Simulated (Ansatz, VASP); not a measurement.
**ZnS in VASP and in Ansatz**

File INCAR:

```
  PREC = Accurate
  ENCUT = 520
  EDIFF = 1E-7
  ISMEAR = 0
  SIGMA = 0.025
  LREAL = False
  LASPH = True
  NELM = 60
  ALGO = Normal
  ISIF = 2
  LWAVE = False
  LCHARG = True
  GGA = PE
  LELF = True
  LVHAR = True
  NBANDS = 16
```

File KPOINTS:

```
regular mesh
0
Gamma
  8 8 8
```

Contents of POSCAR:

```
ZnS
1.0
    0.0000000000      2.6587996169      2.6587996169
    2.6587996169      0.0000000000      2.6587996169
    2.6587996169      2.6587996169      0.0000000000
Zn S
1 1
Direct
    0.0000000000      0.0000000000      0.0000000000
    0.7500000000      0.7500000000      0.7500000000
```

Input for Ansatz:

```yaml
crystal:
  lattice:
    - [0.0, 2.6587996169, 2.6587996169]
    - [2.6587996169, 0.0, 2.6587996169]
    - [2.6587996169, 2.6587996169, 0.0]
  atoms:
    - { symbol: Zn, position: [0.0, 0.0, 0.0] }
    - { symbol: S, position: [0.75, 0.75, 0.75] }
kpoints:
  mp_grid: { grid: [8, 8, 8] }
scf:
  occupations: { method: gaussian, width: 0.025 }
hamiltonian:
  xc: pbe
  pseudopotentials: { kind: all_electron, lapw: { basis_error: 0.00025 } }
output:
  forces: true
  stress: true
  eigenvalues: true
basis:
  xc_grid: 1
```

Alike in both runs: task single point; functional PBE; k mesh 8 × 8 × 8; occupations gaussian, width 0.025 eV; no spin polarisation.

|  | VASP | Ansatz |
| --- | --- | --- |
| version | VASP 6.6.1 | Ansatz 0.2.0 |
| potentials or method | VASP PAW PBE potentials, release 64 (Zn, S) | all-electron LAPW, scalar-relativistic |
| plane-wave cutoff (eV) | 520 | see its input |

|  | VASP | Ansatz | Ansatz less VASP |
| --- | --- | --- | --- |
| gap on the k mesh at the Fermi level (eV) | 2.33 | 2.32 | -0.005 |
| pressure (GPa) | 5.9 | 5.7 | -0.18 |

Ansatz ran all-electron here, so the differences hold the error of VASP's frozen core and of both bases.

A hybrid or GW would open this gap; PBE tends to underestimate it.
